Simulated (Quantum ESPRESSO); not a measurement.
A run of Quantum ESPRESSO 7.5 is set up as follows.

Contents of pw.in:

```
&CONTROL
  calculation = 'scf'
  prefix = 'pwscf'
  outdir = './tmp'
  pseudo_dir = './pseudo'
  tprnfor = .true.
  tstress = .true.
  disk_io = 'low'
/
&SYSTEM
  ibrav = 0
  nat = 2
  ntyp = 1
  ecutwfc = 68
  ecutrho = 544
  nbnd = 21
  occupations = 'smearing'
  smearing = 'fd'
  degauss = 0.00367493
/
&ELECTRONS
  conv_thr = 4d-10
  electron_maxstep = 120
  mixing_beta = 0.5
/
ATOMIC_SPECIES
Sn   118.7100 sn_pbesol_v1.4.uspp.F.UPF
CELL_PARAMETERS angstrom
   0.0000000000    3.2333428000    3.2333428000
   3.2333428000    0.0000000000    3.2333428000
   3.2333428000    3.2333428000    0.0000000000
ATOMIC_POSITIONS crystal
Sn     0.7500000000    0.7500000000    0.7500000000
Sn     0.5000000000    0.5000000000    0.5000000000
K_POINTS automatic
7 7 7 0 0 0
```

Contents of bands.in:

```
&CONTROL
  calculation = 'bands'
  prefix = 'pwscf'
  outdir = './tmp'
  pseudo_dir = './pseudo'
  disk_io = 'low'
  verbosity = 'high'
/
&SYSTEM
  ibrav = 0
  nat = 2
  ntyp = 1
  ecutwfc = 68
  ecutrho = 544
  nbnd = 21
  occupations = 'smearing'
  smearing = 'fd'
  degauss = 0.00367493
/
&ELECTRONS
  conv_thr = 1d-08
  electron_maxstep = 120
  mixing_beta = 0.5
  diago_full_acc = .true.
  startingwfc = 'random'
/
ATOMIC_SPECIES
Sn   118.7100 sn_pbesol_v1.4.uspp.F.UPF
CELL_PARAMETERS angstrom
   0.0000000000    3.2333428000    3.2333428000
   3.2333428000    0.0000000000    3.2333428000
   3.2333428000    3.2333428000    0.0000000000
ATOMIC_POSITIONS crystal
Sn     0.7500000000    0.7500000000    0.7500000000
Sn     0.5000000000    0.5000000000    0.5000000000
K_POINTS crystal
60
 0.0000000000  0.0000000000  0.0000000000 1
 0.0625000000  0.0000000000  0.0625000000 1
 0.1250000000  0.0000000000  0.1250000000 1
 0.1875000000  0.0000000000  0.1875000000 1
 0.2500000000  0.0000000000  0.2500000000 1
 0.3125000000  0.0000000000  0.3125000000 1
 0.3750000000  0.0000000000  0.3750000000 1
 0.4375000000  0.0000000000  0.4375000000 1
 0.5000000000  0.0000000000  0.5000000000 1
 0.5000000000  0.0625000000  0.5625000000 1
 0.5000000000  0.1250000000  0.6250000000 1
 0.5000000000  0.1875000000  0.6875000000 1
 0.5000000000  0.2500000000  0.7500000000 1
 0.4375000000  0.3125000000  0.7500000000 1
 0.3750000000  0.3750000000  0.7500000000 1
 0.3375000000  0.3375000000  0.6750000000 1
 0.3000000000  0.3000000000  0.6000000000 1
 0.2625000000  0.2625000000  0.5250000000 1
 0.2250000000  0.2250000000  0.4500000000 1
 0.1875000000  0.1875000000  0.3750000000 1
 0.1500000000  0.1500000000  0.3000000000 1
 0.1125000000  0.1125000000  0.2250000000 1
 0.0750000000  0.0750000000  0.1500000000 1
 0.0375000000  0.0375000000  0.0750000000 1
 0.0000000000  0.0000000000  0.0000000000 1
 0.0625000000  0.0625000000  0.0625000000 1
 0.1250000000  0.1250000000  0.1250000000 1
 0.1875000000  0.1875000000  0.1875000000 1
 0.2500000000  0.2500000000  0.2500000000 1
 0.3125000000  0.3125000000  0.3125000000 1
 0.3750000000  0.3750000000  0.3750000000 1
 0.4375000000  0.4375000000  0.4375000000 1
 0.5000000000  0.5000000000  0.5000000000 1
 0.5250000000  0.4500000000  0.5250000000 1
 0.5500000000  0.4000000000  0.5500000000 1
 0.5750000000  0.3500000000  0.5750000000 1
 0.6000000000  0.3000000000  0.6000000000 1
 0.6250000000  0.2500000000  0.6250000000 1
 0.5833333333  0.2500000000  0.6666666667 1
 0.5416666667  0.2500000000  0.7083333333 1
 0.5000000000  0.2500000000  0.7500000000 1
 0.5000000000  0.2857142857  0.7142857143 1
 0.5000000000  0.3214285714  0.6785714286 1
 0.5000000000  0.3571428571  0.6428571429 1
 0.5000000000  0.3928571429  0.6071428571 1
 0.5000000000  0.4285714286  0.5714285714 1
 0.5000000000  0.4642857143  0.5357142857 1
 0.5000000000  0.5000000000  0.5000000000 1
 0.4821428571  0.4821428571  0.5357142857 1
 0.4642857143  0.4642857143  0.5714285714 1
 0.4464285714  0.4464285714  0.6071428571 1
 0.4285714286  0.4285714286  0.6428571429 1
 0.4107142857  0.4107142857  0.6785714286 1
 0.3928571429  0.3928571429  0.7142857143 1
 0.3750000000  0.3750000000  0.7500000000 1
 0.6250000000  0.2500000000  0.6250000000 1
 0.5937500000  0.1875000000  0.5937500000 1
 0.5625000000  0.1250000000  0.5625000000 1
 0.5312500000  0.0625000000  0.5312500000 1
 0.5000000000  0.0000000000  0.5000000000 1
```

Potentials or basis: GBRV 1.5 PBEsol.

The run is started by

```sh
$ OMP_NUM_THREADS=1 mpirun -n 2 pw.x -nk 2 -in pw.in > pw.out
$ OMP_NUM_THREADS=1 mpirun -n 2 pw.x -nk 2 -in bands.in > bands.out
```

(1) Estimate the pressure.

(2) What does it give for the band gap on the k mesh?

Results:

(1) 1.3 GPa.

(2) none (metal or under the smearing width).

Caveat: spin-orbit coupling is left out, which moves the levels of the heavy elements.
